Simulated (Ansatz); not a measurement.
# Y2COS MXene monolayer in a perpendicular field, part 2 of 2

Wanted: the out-of-plane response of the Y2COS MXene monolayer. A positive field points along +c.

Ansatz 0.2.0; plane-wave DFT, PBE-D3(BJ), Ansatz PAW.

So far. Step 2 (Relaxing the slab): The lattice constant a goes from 3.478 to 3.607 Å.

### Step 3. Atoms held, field 0

A sawtooth potential applies the field, turning back in the middle of the vacuum. With the dipole correction the typed value is the field outside the slab. The induced dipole is small, so the SCF threshold is tight.

The cell differs from the one that the last finished run ended in (c 42.797 → 23.474 Å).

input.yaml

```yaml
crystal:
  lattice:
    - [3.6068369192, 0.0, 0.0]
    - [-1.8034184596, 3.1236123993, 0.0]
    - [0.0, 0.0, 23.4737703768]
  atoms:
    - { symbol: S, position: [0.3333333333, 0.6666666667, 0.3834066644] }
    - { symbol: "Y", position: [0.6666666667, 0.3333333333, 0.4529678789] }
    - { symbol: C, position: [0.0, 0.0, 0.5111716547] }
    - { symbol: "Y", position: [0.3333333333, 0.6666666667, 0.5871755287] }
    - { symbol: O, position: [0.6666666667, 0.3333333333, 0.6165933356] }
kpoints:
  mp_grid: { grid: [18, 18, 1] }
  band_path:
    path: [[0, 0, 0], [0.5, 0, 0], [0.33333333, 0.33333333, 0], [0, 0, 0]]
    npoints: 16
hamiltonian:
  xc: pbe
  dispersion: d3bj
scf:
  occupations: { method: fermi_dirac, width: 0.02585 }
  convergence: { dr2_threshold: 1.0e-10 }
efield:
  axis: 3
  dipole_correction: true
  ramp_position: 0.97
  ramp_width: 0.06
  amplitude: 0
output:
  dos: { projected: true, e_range: [-6, 5] }
  write_potential: true
  write_density: true
  volumetric_format: npy
  elf: true
```

On the command line:

```sh
$ ansatz run input.yaml --threads 2 --pin off --max-ram 3072MiB --backend cpu --events-out ev --progress --plain --runs-dir out
```

Numbers of over 12 decimals in the logs are rounded to 6 here.

What it wrote:

```text
[...]
Crystal: 5 atoms, lattice volume = 264.464 Å³
Basis set: ecut = 420 eV, 5107 PW (Γ)
Bands: 24, of which v1, the nominal top of the filled ones, is band 19 counted from 1 (18 counted from 0)
Symmetry: 6 space group operations
[...]
k-points: 37 of 324 (time reversal used)
[...]
SCF iter   1: F=—  HF=-9422.466501 eV  |F-HF|=—  |Δ(HF+E_count)|=         —  Δρ=5.05e-3  dr2=8.39e-1  ethr=1.77e-3  p=0.175 e·Å  D=1.20e-1 V/Å  ΔV_dip=-2.81 eV  dr2_dipole=2.83e-1  V_vac-E_F(+/−)=4.39/7.21 eV  ⟨swp⟩=8.4  Hψ=4994  notcnv=0
efield: sawtooth ramp at fractional position 0.9700 (set: `efield.ramp_position`, or a place that a band, a saddle search or an elastic batch's reference lends), width 0.0600; the density the first Hamiltonian is built on has a dipole p = 0.175 e·Å; the dipole correction subtracts the counter field D = 1.20e-1 V/Å, which shifts the + side's vacuum level by -2.81 eV against the − side's; the planar-averaged density in the ramp window peaks in size at 3.8e-6 e/Å³
[...]
SCF iter   2: F=—  HF=-9422.417952 eV  |F-HF|=—  |Δ(HF+E_count)|=   4.85e-2  Δρ=1.54e-3  dr2=3.36e-2  ethr=1.77e-3  p=0.108 e·Å  D=7.41e-2 V/Å  ΔV_dip=-1.74 eV  dr2_dipole=7.59e-3  V_vac-E_F(+/−)=5.11/6.85 eV  ⟨swp⟩=2.0  Hψ=1247  notcnv=0
[...]
SCF iter  12: F=-9422.412601 eV  HF=-9422.412601 eV  |F-HF|=2.18e-11  |Δ(HF+E_count)|=  2.95e-10  Δρ=8.30e-8  dr2=3.60e-11  ethr=1.00e-12  p=0.095 e·Å  D=6.49e-2 V/Å  ΔV_dip=-1.52 eV  dr2_dipole=1.28e-12  V_vac-E_F(+/−)=5.25/6.77 eV  ⟨swp⟩=4.8  Hψ=2494  notcnv=0
SCF 1 converged in 12 iterations: F = -9422.412601 eV  dr2 = 3.60e-11
[...]
NSCF: frozen V_eff on 49 k-points
efield: sawtooth ramp at fractional position 0.9700 (kept from the solve that this one continues, or follows in the run), width 0.0600; the density the first Hamiltonian is built on has a dipole p = 0.095 e·Å; the dipole correction subtracts the counter field D = 6.49e-2 V/Å, which shifts the + side's vacuum level by -1.52 eV against the − side's; the planar-averaged density in the ramp window peaks in size at 1.5e-6 e/Å³
[...]
SCF converged after 12 iterations
Free energy (F): -9422.412601 eV
[...]
Internal energy: -9422.403831 eV  (E = F + TS)
E sigma→0 (E₀):  -9422.408216 eV
Entropy (-TS):   -0.008770 eV (-1.754 meV/atom)
Fermi energy:    -1.205624 eV
Dipole field:    D = 0.064884 V/Å  (p = 0.094830 e·Å, saw-weighted, corrected)
Work function:   Φ+ = 5.2456 eV   Φ− = 6.7687 eV
Levels:          The Fermi level and band energies are counted from a zero that moves with the ramp; work functions are not
[...]
--- Band table (eV; the first three rows and the last of 37) ---
  k-point 0: bands = [... 15 lower, -1.9898, -1.9898, -1.2592, -0.2795, -0.2795, 2.6649, 2.9768, 2.9898, ... 1 higher]
  k-point 1: bands = [... 15 lower, -2.1190, -1.9817, -1.1462, -0.4531, -0.3370, 2.6780, 2.9408, 3.0330, ... 1 higher]
  k-point 2: bands = [... 15 lower, -2.3366, -1.9624, -1.0375, -0.8289, -0.4830, 2.5753, 2.9875, 3.1299, ... 1 higher]
  k-point 36: bands = [... 15 lower, -2.9580, -2.6310, -2.3478, -1.8922, -1.5331, 2.7370, 3.6912, 3.8297, ... 1 higher]
```

Wall time 15 s (2 threads of Intel Xeon Platinum 8488C (Sapphire Rapids), shared host); peak memory 0.67 GiB.

Numbers from this step:

* energy at zero smearing: -9422.4082 eV
* work function, upper face: 5.246 eV
* work function, lower face: 6.769 eV
* dipole along the normal: 0.09483 e·Å
* step between the vacuum levels: -1.523 eV

Running mean over a fixed 2.8 Å (it still follows the layers) of the planar mean; the ramp of the sawtooth is left out. Electron's electrostatic potential energy less the Fermi level against z:

| z (Å) | electron's electrostatic potential energy less the Fermi level (eV) |
| --- | --- |
| 3.0 | 6.77 |
| 3.5 | 6.77 |
| 4.0 | 6.77 |
| 4.5 | 6.77 |
| 5.0 | 6.77 |
| 5.5 | 6.76 |
| 6.0 | 6.74 |
| 6.5 | 6.64 |
| 7.0 | 6.10 |
| 7.5 | 4.55 |
| 8.0 | 2.58 |
| 8.5 | 0.737 |
| 9.0 | -1.79 |
| 9.5 | -4.79 |
| 10.0 | -6.36 |
| 10.5 | -6.47 |
| 11.0 | -6.38 |
| 11.5 | -5.66 |
| 12.0 | -4.79 |
| 12.5 | -4.94 |
| 13.0 | -6.27 |
| 13.5 | -6.57 |
| 14.0 | -5.85 |
| 14.5 | -4.78 |
| 15.0 | -2.40 |
| 15.5 | 0.745 |
| 16.0 | 3.61 |
| 16.5 | 4.90 |
| 17.0 | 5.17 |
| 17.5 | 5.23 |
| 18.0 | 5.24 |
| 18.5 | 5.24 |
| 19.0 | 5.25 |
| 19.5 | 5.25 |
| 20.0 | 5.25 |
| 20.5 | 5.25 |

The density of states has structure finer than the step of the table below, so its rows give means over 0.25 eV, whole bins alone (the curve runs from -6 to 1.99 eV). Peaks (eV: height): -3.300: 13.9, -2.420: 12.2, -2.360: 12.6, -2.170: 17.9, -2.060: 13.1, -1.620: 10.3, -0.760: 11.4.

Table of density of states by energy, zero at the Fermi level; means over each step:

energy (eV), density of states (states/eV a cell) and a bar:
```
    -3.75        0.0 
    -3.50        0.6 ##
    -3.25        5.4 #####################
    -3.00        2.8 ###########
    -2.75        5.0 ###################
    -2.50        7.8 ##############################
    -2.25        7.2 ############################
    -2.00        4.0 ###############
    -1.75        4.3 #################
    -1.50        2.9 ###########
    -1.25        4.6 ##################
    -1.00        5.4 #####################
    -0.75        6.1 #######################
    -0.50        2.6 ##########
    -0.25        4.3 #################
     0.00        4.3 ################
     0.25        4.0 ################
     0.50        1.2 ####
     0.75        0.6 ##
     1.00        0.1 
     1.25        0.0
```

Projected DOS per atom over height of the atomic layer and energy from the Fermi level. Layers: S Y C Y O from below.

Values in states/eV, 22 rows by 5 columns, each cell a mean:
```
0.00 0.00 0.00 0.00 0.00
0.00 0.00 0.00 0.00 0.00
0.01 0.00 0.01 0.00 0.00
0.21 0.04 0.32 0.02 0.01
0.77 0.18 1.36 0.15 0.11
1.14 0.32 2.40 0.32 0.26
0.84 0.37 1.74 0.22 0.26
1.97 1.05 1.90 0.31 0.31
2.11 0.90 1.18 0.18 0.18
1.64 0.60 0.61 0.12 0.21
1.56 0.57 0.55 0.13 0.33
1.79 0.66 0.45 0.53 3.12
1.20 0.57 0.39 1.00 4.05
0.35 0.22 0.20 0.64 2.06
0.11 0.18 0.35 1.05 2.60
0.01 0.01 0.01 0.02 0.05
0.00 0.00 0.00 0.00 0.00
0.00 0.00 0.00 0.00 0.00
0.00 0.00 0.00 0.00 0.00
0.00 0.00 0.00 0.00 0.00
0.00 0.00 0.00 0.00 0.00
0.00 0.00 0.00 0.00 0.00
```
Columns: height of the atomic layer (Å) from 9 to 14.5 (not evenly spaced); rows upwards: energy from the Fermi level (eV) from -5.96 to 1.96.

Electronic bands along the path, in eV, zero at the Fermi level:

| point | band 16 | band 17 | band 18 | band 19 | band 20 | band 21 | band 22 | band 23 |
| --- | --- | --- | --- | --- | --- | --- | --- | --- |
| Γ | -0.78 | -0.78 | -0.05 | 0.93 | 0.93 | 3.87 | 4.18 | 4.20 |
| halfway | -1.61 | -0.79 | -0.76 | 0.20 | 0.33 | 3.17 | 4.60 | 4.81 |
| M | -1.59 | -1.07 | -0.97 | -0.25 | 0.22 | 2.66 | 4.88 | 5.05 |
| halfway | -1.57 | -1.35 | -0.88 | -0.56 | -0.17 | 3.39 | 4.69 | 5.02 |
| K | -1.75 | -1.43 | -1.14 | -0.69 | -0.33 | 3.94 | 4.90 | 5.04 |
| halfway | -1.76 | -0.99 | -0.69 | -0.15 | 0.21 | 3.78 | 3.96 | 4.85 |
| Γ | -0.78 | -0.78 | -0.05 | 0.93 | 0.93 | 3.87 | 4.18 | 4.20 |

Valence density in the ca plane at fractional y = 0.333, with atoms of Y and O within 0.2 Å of it. It is the smooth field of the valence electrons, not physical close to the nuclei.

Ten steps, logarithmic in the rise over the least value, from '0' (0.0 e/Å³) to '9' (6.6 e/Å³), each cell a mean:
```
00000012223455432221234442100000000000000000
00000001124788742111257874200000000000000000
00000001125888852111369995210000000000000000
00000001125788752111358985200000000000000000
00000011223677632211246653100000000000000000
00000112333344332222233331000000000000000000
00000123433222233322343210000000000000000000
00000123443222233333343210000000000000000000
00000123333222233322333221000000000000000000
```
Columns run along c (16.0 Å, from fractional 0.26 to 0.94 of the cell), rows up along a (3.6 Å). Atoms in or near the plane, at fractional coordinates: Y at (0.45, 0.67), O at (0.62, 0.67).

ELF in the ca plane at fractional y = 0.333, with atoms of Y and O within 0.2 Å of it. It is the smooth field of the valence electrons, not physical close to the nuclei.

Values, 5 rows by 16 columns, each cell a mean:
```
0.00 0.00 0.00 0.00 0.08 0.32 0.30 0.66 0.28 0.18 0.34 0.69 0.39 0.05 0.00 0.00
0.00 0.00 0.00 0.00 0.01 0.05 0.42 0.69 0.43 0.10 0.62 0.66 0.53 0.08 0.00 0.00
0.00 0.00 0.00 0.00 0.08 0.29 0.31 0.69 0.29 0.16 0.38 0.71 0.41 0.05 0.00 0.00
0.00 0.00 0.00 0.02 0.31 0.72 0.54 0.16 0.48 0.36 0.22 0.15 0.08 0.01 0.00 0.00
0.00 0.00 0.00 0.02 0.33 0.74 0.56 0.15 0.52 0.37 0.22 0.11 0.06 0.01 0.00 0.00
```
Columns run along c (16.0 Å, from fractional 0.14 to 0.82 of the cell), rows up along a (3.6 Å). Atoms in or near the plane, at fractional coordinates: Y at (0.45, 0.67), O at (0.62, 0.67).

Electrostatic potential energy in the ca plane at fractional y = 0.333, with atoms of Y and O within 0.2 Å of it. With pseudopotentials it is smooth inside the atoms' cores, unlike the true potential.

Values in eV, 5 rows by 16 columns, each cell a mean:
```
  5   5   5   5   5   3  -8 -29  -7   1  -2  -7   4   5   4   4
  5   5   5   5   5   3 -18 -42 -18   2  -9 -35   4   5   4   4
  5   5   5   5   5   3  -9 -31  -8   2  -2 -10   4   5   4   4
  5   5   5   5   5   1  -1  -2   0   0  -8  -2   3   4   4   4
  5   5   5   5   5   1  -1  -2   1   0  -8  -2   3   4   4   4
```
Columns run along c (16.0 Å, from fractional 0.14 to 0.82 of the cell; values clipped at the 3rd and 97th percentile), rows up along a (3.6 Å). Atoms in or near the plane, at fractional coordinates: Y at (0.45, 0.67), O at (0.62, 0.67).

The work function of the upper face is 5.25 eV.

### Step 4. Atoms held, field 0.1 V/Å

input.yaml: that of step 3 with these lines changed.

```diff
@@ -27,5 +27,4 @@
   ramp_width: 0.06
-  amplitude: 0
+  amplitude: 0.1
 output:
-  dos: { projected: true, e_range: [-6, 5] }
   write_potential: true
@@ -33,2 +32 @@
   volumetric_format: npy
-  elf: true
```

What it wrote:

```text
[...]
Crystal: 5 atoms, lattice volume = 264.464 Å³
Basis set: ecut = 420 eV, 5107 PW (Γ)
Bands: 24, of which v1, the nominal top of the filled ones, is band 19 counted from 1 (18 counted from 0)
Symmetry: 6 space group operations
[...]
k-points: 37 of 324 (time reversal used)
[...]
k-point 0: bands = [... 15 lower, -2.0105, -2.0105, -1.2776, -0.2992, -0.2992, 2.6731, 2.9741, 2.9741, ... 1 higher]
  k-point 1: bands = [... 15 lower, -2.1385, -2.0024, -1.1652, -0.4727, -0.3567, 2.6794, 2.9549, 3.0534, ... 1 higher]
  k-point 2: bands = [... 15 lower, -2.3539, -1.9832, -1.0571, -0.8482, -0.5025, 2.5639, 3.0228, 3.1859, ... 1 higher]
  k-point 36: bands = [... 15 lower, -2.9727, -2.6461, -2.3766, -1.9071, -1.5450, 2.7417, 3.6932, 3.8127, ... 1 higher]
[key lines of the parts left out:]
SCF converged after 15 iterations
Free energy (F): -9422.424228 eV
Fermi energy:    -1.223073 eV
Dipole field:    D = 0.094226 V/Å  (p = 0.137712 e·Å, saw-weighted, corrected)
```

Run time: 17 s. Hardware: 2 threads; peak memory 0.66 GiB; 34 s of CPU time.

The dipole is 0.138 e·Å, 0.0429 e·Å from its value without field.

### Step 5. Single point, field -0.1 V/Å

input.yaml: that of step 4 with these lines changed.

```diff
@@ -27,3 +27,3 @@
   ramp_width: 0.06
-  amplitude: 0.1
+  amplitude: -0.1
 output:
```

What it wrote:

```text
[...]
Crystal: 5 atoms, lattice volume = 264.464 Å³
Basis set: ecut = 420 eV, 5107 PW (Γ)
Bands: 24, of which v1, the nominal top of the filled ones, is band 19 counted from 1 (18 counted from 0)
Symmetry: 6 space group operations
[...]
k-points: 37 of 324 (time reversal used)
[...]
k-point 0: bands = [... 15 lower, -1.9699, -1.9699, -1.2415, -0.2604, -0.2604, 2.6309, 2.8901, 3.0046, ... 1 higher]
  k-point 1: bands = [... 15 lower, -2.1001, -1.9617, -1.1278, -0.4342, -0.3180, 2.6568, 2.8716, 3.0187, ... 1 higher]
  k-point 2: bands = [... 15 lower, -2.3199, -1.9423, -1.0186, -0.8102, -0.4641, 2.5844, 2.8927, 3.1154, ... 1 higher]
  k-point 36: bands = [... 15 lower, -2.9435, -2.6165, -2.3197, -1.8780, -1.5217, 2.7314, 3.6857, 3.8460, ... 1 higher]
[key lines of the parts left out:]
SCF converged after 15 iterations
Free energy (F): -9422.405263 eV
Fermi energy:    -1.188744 eV
Dipole field:    D = 0.035532 V/Å  (p = 0.051931 e·Å, saw-weighted, corrected)
```

It took 18 s on 2 threads; peak memory 0.66 GiB.

The dipole is 0.0519 e·Å, -0.0429 e·Å from its value without field.

### Step 6. Response, atoms held

This step: plane-wave DFT, PBE-D3(BJ), Ansatz PAW; response to a field along the normal, atoms held (Ansatz 0.2.0).

The dipoles give the slope, and the difference of two potentials shows where the field is screened.

Numbers from this step:

```yaml
equivalent_conductor_thickness_p_eps_0ae: 6.889 Å
distance_between_the_outer_atoms: 5.474 Å
```

Table of dipole of the cell by applied field:

| applied field (V/Å) | dipole of the cell (e·Å) |
| --- | --- |
| -0.1000 | 0.0519 |
| 0.0000 | 0.0948 |
| 0.1000 | 0.138 |

Local field over the applied field, running mean. From the potentials at -0.1 and 0.1 V/Å; running mean over 2.5 Å. Table of local field over applied field by z:

| z (Å) | local field over applied field |
| --- | --- |
| 4.5 | 1.000 |
| 5.0 | 0.998 |
| 5.5 | 0.994 |
| 6.0 | 0.981 |
| 6.5 | 0.942 |
| 7.0 | 0.852 |
| 7.5 | 0.703 |
| 8.0 | 0.524 |
| 8.5 | 0.338 |
| 9.0 | 0.172 |
| 9.5 | 0.0608 |
| 10.0 | 0.0134 |
| 10.5 | -9.8e-4 |
| 11.0 | 0.00668 |
| 11.5 | 0.0358 |
| 12.0 | 0.0754 |
| 12.5 | 0.104 |
| 13.0 | 0.122 |
| 13.5 | 0.155 |
| 14.0 | 0.210 |
| 14.5 | 0.303 |
| 15.0 | 0.443 |
| 15.5 | 0.611 |
| 16.0 | 0.766 |
| 16.5 | 0.886 |
| 17.0 | 0.954 |
| 17.5 | 0.983 |
| 18.0 | 0.994 |
| 18.5 | 0.998 |
| 19.0 | 0.999 |

Electrons, planar mean, per unit field. Induced electron density against z:

| z (Å) | induced electron density (e/Å³ per V/Å) |
| --- | --- |
| 4.11 | 5.2e-7 |
| 4.55 | 1.7e-6 |
| 4.99 | 5.7e-6 |
| 5.28 | 1.3e-5 |
| 5.72 | 4.0e-5 |
| 6.16 | 1.2e-4 |
| 6.60 | 3.3e-4 |
| 7.04 | 8.6e-4 |
| 7.34 | 0.00152 |
| 7.78 | 0.00301 |
| 8.22 | 0.00377 |
| 8.66 | 0.002 |
| 9.10 | 8.9e-4 |
| 9.54 | 7.3e-4 |
| 9.83 | 2.0e-4 |
| 10.27 | -3.1e-4 |
| 10.71 | -2.1e-4 |
| 11.15 | 1.0e-5 |
| 11.59 | -1.0e-4 |
| 11.88 | -5.7e-4 |
| 12.32 | -8.2e-4 |
| 12.76 | -0.00105 |
| 13.20 | 4.4e-4 |
| 13.64 | 0.00103 |
| 13.94 | 2.0e-4 |
| 14.38 | -0.00192 |
| 14.82 | -0.00195 |
| 15.26 | -0.00330 |
| 15.70 | -0.00227 |
| 16.14 | -0.00115 |
| 16.43 | -6.8e-4 |
| 16.87 | -2.9e-4 |
| 17.31 | -1.1e-4 |
| 17.75 | -4.2e-5 |
| 18.19 | -1.5e-5 |
| 18.49 | -7.6e-6 |
| 18.93 | -2.6e-6 |
| 19.37 | -8.8e-7 |

By hand: between -0.1 and 0.1 V/Å the dipole changes by 0.08578 e·Å, a slope of 0.4289 e·Å²/V. A perfect conductor of thickness t has p = ε₀AEt, so t = 180.95 × 0.4289 / 11.266 = 6.89 Å (e/ε₀ = 180.95 V·Å, A in Å²).

The induced dipole is that of a conductor 6.89 Å thick.

### Step 7. Outcome

* gap without field: none
* work function, upper face: 5.25 eV
* step between the vacuum levels: -1.52 eV
* equivalent conductor thickness, atoms held: 6.89 Å

The induced dipole equals that of a perfect conductor 6.89 Å thick, while the outer atoms lie 5.47 Å apart. The two faces differ: the vacuum level above lies 1.52 eV lower than the one below. There is no gap over 0.03 eV, with or without the field. The main runs have no spin polarisation; a magnetic state could lie lower and would change these results. Spin-orbit coupling is left out. The MXene's terminations sit over the metal atoms of its far layer; the site over carbon or nitrogen, which some compounds prefer, was not run.

[Logs are printed without paths, hosts, clocks, repeated set-up lines and the standing remarks that a program may print on its own settings, such as how far it seeks lower states.]

[Hosts, paths, dates, database ids (printed as entryN), source tags and the programs' standing remarks are cut or masked in the printed files.]

[Maps of the electrostatic potential energy from Ansatz leave out the sawtooth potential of an applied field or a dipole correction, so their vacuum need not be flat; planar profiles and work functions include it.]

[The density of states shown here was stored with 400 of the rows of the run's finer table, so its peaks can read low, often by over a quarter, or be missed, and its means over a window can be off by a tenth or more.]
